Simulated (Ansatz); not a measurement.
# Al2Ru: the cost of one run

Program: Ansatz 0.2.0. Level of theory: DFT PBEsol, scalar-relativistic, plane waves, PAW. These are calculated values, not measurements.

5 further runs of the same task are left out: 5 set aside as unsound or not needed.

## Step 1: Starting point

Symmetry: Fddd, No. 70, orthorhombic system. The conventional cell has a = 4.701 Å, b = 7.976 Å, c = 8.770 Å, α = 90.00°, β = 90.00°, γ = 90.00°. Around Al (site symmetry 2) lie 5 Ru at 2.57 to 2.72 Å and 5 Al at 2.59 to 2.73 Å. Ru (site symmetry 222) has 10 Al at 2.57 to 2.72 Å as nearest neighbours.

Structure file:

```
CELL_PARAMETERS angstrom
0.00000 3.98782 4.38497
2.35063 0.00000 4.38497
2.35063 3.98782 0.00000
ATOMIC_POSITIONS crystal
Al 0.07893 0.42107 0.07893
Al 0.42107 0.07893 0.42107
Al 0.17107 0.82893 0.17107
Al 0.82893 0.17107 0.82893
Ru 0.75000 0.75000 0.75000
Ru 0.50000 0.50000 0.50000
```

It goes back to an entry of the Materials Project, which need not be the stable form.

It is the result of an earlier relaxation at this level (volume 13.70 Å³/atom; gap on the mesh: 0.08 eV).

## Step 2: Electric field gradients at the nuclei

Input file input.yaml:

```yaml
crystal:
  lattice:
    - [0.0, 3.9878165635, 4.3849680812]
    - [2.3506283814, 0.0, 4.3849680812]
    - [2.3506283814, 3.9878165635, 0.0]
  atoms:
    - { symbol: Al, position: [0.0789308006, 0.4210691994, 0.0789308006] }
    - { symbol: Al, position: [0.4210691994, 0.0789308006, 0.4210691994] }
    - { symbol: Al, position: [0.1710691994, 0.8289308006, 0.1710691994] }
    - { symbol: Al, position: [0.8289308006, 0.1710691994, 0.8289308006] }
    - { symbol: Ru, position: [0.75, 0.75, 0.75] }
    - { symbol: Ru, position: [0.5, 0.5, 0.5] }
basis:
  ecutwfc: 420
kpoints:
  mp_grid: { grid: [10, 10, 10] }
hamiltonian:
  xc: pbesol
scf:
  occupations: { method: gaussian, width: 0.01 }
output:
  forces: true
  stress: true
  eigenvalues: true
  efg: {}
checkpoint:
  read: start.run
  write: ck
  compress: false
  write_wavefunctions: false
  write_every: 100000
```

Command:

```console
$ ansatz run input.yaml --threads 2 --pin off --max-ram 7168MiB --backend cpu --events-out ev --progress --plain --runs-dir out
```

What time and memory should one allow on 2 threads of Arm Neoverse V2, shared host?

About 9.7 s, with a peak of 0.58 GiB.
